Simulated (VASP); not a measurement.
The system is TaSi2.

```
Ta Si
1.0
     4.78390    0.00000    0.00000
    -2.39195    4.14298    0.00000
     0.00000    0.00000    6.57000
Ta Si
3 6
Direct
  0.00000 0.50000 0.33333
  0.50000 0.50000 0.66667
  0.50000 0.00000 0.00000
  0.31794 0.15897 0.33333
  0.15897 0.84103 0.66667
  0.84103 0.68206 0.00000
  0.68206 0.84103 0.33333
  0.84103 0.15897 0.66667
  0.15897 0.31794 0.00000
```

Program: VASP 6.6.1. Alike in all runs: task single point; potentials or basis VASP PAW PBE potentials, release 64 (Ta_pv, Si); no spin polarisation; cell as given; k mesh 5 × 5 × 3; cutoff (eV) 520; smearing fermi-dirac 0.05 eV.

**Question.** Order these runs on this cell by their pressure, lowest first.
A. level PBEsol+U; U Ta d U = 6 eV
B. level PBEsol+U; U Ta d U = 8 eV
C. level PBEsol+U; U Ta d U = 2 eV
D. level PBEsol+U; U Ta d U = 4 eV
E. level PBEsol

**Answer.** E (-1.9 GPa), C (0.8 GPa), D (3.7 GPa), A (6.8 GPa), B (10.1 GPa).

Caveats: the PAW data sets were made with another functional, which shifts forces and pressure a little; U without spin polarisation on a metal has little footing (some runs); the U is typed as a test and isn't derived for this compound (some runs).
